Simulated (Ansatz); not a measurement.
# Band structure of Re

```
CELL_PARAMETERS angstrom
2.58033 0.00000 0.00000
0.00000 2.58033 0.00000
0.00000 0.00000 2.58033
ATOMIC_POSITIONS crystal
Re 0.00000 0.00000 0.00000
```

The cell was built from the sc type and relaxed in the same program, and has space group Pm-3m; it needn't be a known or the stable phase.

Spin polarisation is left out, and whether a magnetic state lies lower isn't shown here.

All numbers below come from DFT, PBE, all-electron LAPW, Dirac equation with spin-orbit coupling (Ansatz 0.2.0).

Sampling and basis: a Γ-centred 12×12×12 k mesh, Fermi–Dirac smearing of 0.08 eV, basis error target 0.5 meV/atom, no spin polarisation.

Points in fractions of the reciprocal vectors of this cell: Γ (0, 0, 0), X (0, 0.5, 0), M (0.5, 0.5, 0), R (0.5, 0.5, 0.5). The path joins them by straight lines in the order Γ–X–M–Γ–R–X–R–M; legs that retrace an earlier one aren't tabulated. Energies are in eV from the Fermi level.

Q: Metal or insulator at this level of theory?

A: No gap opens: metallic or semimetallic.

Q: Tabulate bands 40 to 47, counted from the lowest band of the run, along the path.

A: 
| k (1/Å) | point | band 40 | band 41 | band 42 | band 43 | band 44 | band 45 | band 46 | band 47 |
| --- | --- | --- | --- | --- | --- | --- | --- | --- | --- |
| 0.00 | Γ | -9.17 | -5.33 | -5.33 | -5.33 | -5.33 | 3.27 | 3.27 | 3.27 |
| 0.24 |  | -8.85 | -5.25 | -5.25 | -4.98 | -4.98 | 2.80 | 2.80 | 3.05 |
| 0.49 |  | -8.03 | -5.03 | -5.03 | -3.97 | -3.97 | 1.75 | 1.75 | 2.16 |
| 0.73 |  | -7.03 | -4.75 | -4.75 | -2.56 | -2.56 | 0.71 | 0.71 | 1.11 |
| 0.97 |  | -6.16 | -4.51 | -4.51 | -1.45 | -1.45 | -0.03 | -0.03 | 0.36 |
| 1.22 | X | -5.79 | -4.42 | -4.42 | -1.11 | -1.11 | -0.30 | -0.30 | 0.10 |
| 1.46 |  | -5.44 | -4.08 | -4.08 | -2.36 | -2.36 | -0.05 | -0.05 | 1.05 |
| 1.70 |  | -4.84 | -3.91 | -3.91 | -2.75 | -2.75 | 0.13 | 0.13 | 2.34 |
| 1.95 |  | -5.19 | -4.36 | -4.36 | -0.42 | -0.42 | 0.34 | 0.34 | 1.64 |
| 2.19 |  | -6.01 | -4.00 | -4.00 | 0.47 | 0.47 | 0.95 | 0.95 | 2.29 |
| 2.44 | M | -6.30 | -3.87 | -3.87 | 0.44 | 0.44 | 0.82 | 0.82 | 3.63 |
| 2.78 |  | -5.76 | -4.13 | -4.13 | 0.59 | 0.59 | 0.97 | 0.97 | 1.77 |
| 3.12 |  | -5.43 | -4.07 | -4.07 | -0.99 | -0.99 | 0.19 | 0.19 | 1.14 |
| 3.47 |  | -6.92 | -4.22 | -4.22 | -3.21 | -3.21 | 0.34 | 0.34 | 1.91 |
| 3.81 |  | -8.52 | -5.03 | -5.03 | -4.78 | -4.78 | 2.40 | 2.40 | 2.85 |
| 4.16 | Γ | -9.17 | -5.33 | -5.33 | -5.33 | -5.33 | 3.27 | 3.27 | 3.27 |
| 4.58 |  | -8.19 | -4.72 | -4.72 | -4.67 | -4.67 | 2.22 | 2.22 | 2.48 |
| 5.00 |  | -5.81 | -3.02 | -3.02 | -2.94 | -2.94 | 0.36 | 0.36 | 0.56 |
| 5.42 |  | -4.54 | -2.69 | -2.69 | -2.28 | -2.28 | 0.02 | 0.02 | 0.82 |
| 5.84 |  | -4.74 | -4.25 | -4.25 | -3.91 | -3.91 | 3.42 | 3.42 | 4.10 |
| 6.27 | R | -4.86 | -4.86 | -4.86 | -4.47 | -4.47 | 6.37 | 6.37 | 6.37 |
| 6.61 |  | -4.85 | -4.46 | -4.46 | -4.02 | -4.02 | 3.75 | 3.75 | 4.98 |
| 6.95 |  | -4.74 | -3.52 | -3.52 | -2.57 | -2.57 | 0.42 | 0.42 | 1.83 |
| 7.30 |  | -4.11 | -3.02 | -3.02 | -2.29 | -2.29 | -1.92 | -1.92 | 1.16 |
| 7.64 |  | -5.01 | -3.84 | -3.84 | -2.76 | -2.76 | -0.73 | -0.73 | 2.10 |
| 7.99 | X | -5.79 | -4.42 | -4.42 | -1.11 | -1.11 | -0.30 | -0.30 | 0.10 |
| 9.71 | R | -4.86 | -4.86 | -4.86 | -4.47 | -4.47 | 6.37 | 6.37 | 6.37 |
| 9.95 |  | -4.96 | -4.56 | -4.56 | -4.23 | -4.23 | 4.31 | 4.31 | 6.34 |
| 10.20 |  | -5.37 | -3.70 | -3.70 | -3.33 | -3.33 | 1.20 | 1.20 | 6.27 |
| 10.44 |  | -5.84 | -2.38 | -2.38 | -1.90 | -1.90 | -1.42 | -1.42 | 6.18 |
| 10.68 |  | -6.18 | -3.26 | -3.26 | -0.64 | -0.64 | -0.20 | -0.20 | 4.83 |
| 10.93 | M | -6.30 | -3.87 | -3.87 | 0.44 | 0.44 | 0.82 | 0.82 | 3.63 |
